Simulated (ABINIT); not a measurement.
Crystal: Al.

```xyz
2
Lattice="2.8125 0.0000 0.0000 -1.4062 2.4357 0.0000 0.0000 0.0000 4.8669" Properties=species:S:1:pos:R:3 pbc="T T T"
Al    0.0000    1.6238    1.2167
Al    1.4062    0.8119    3.6501
```

This isn't the form of Al at room conditions, which is fcc.

Base run:

| Property | Result |
| --- | --- |
| Program | ABINIT 10.8.3 (patched build) |
| Functional | LDA |
| Potentials or basis | JTH PAW PBE v2.0 |
| Cutoff | 490 eV |
| k mesh | 11 × 11 × 6 |
| Occupations | fermi-dirac, width 0.05 eV |
| Spin | no spin polarisation |

Its results: band gap on the k mesh none (metal or under the smearing width); pressure -2.2 GPa.

Question: After a change of settings the same cell gave: band gap on the k mesh none (metal or under the smearing width); pressure -0.8 GPa. Which change was it?
A. functional from LDA to r2SCAN
B. functional from LDA to SCAN
C. functional from LDA to BLYP
D. functional from LDA to AM05

Answer: B.

Caveats: the PAW data sets were made with another functional, which shifts forces and pressure a little.
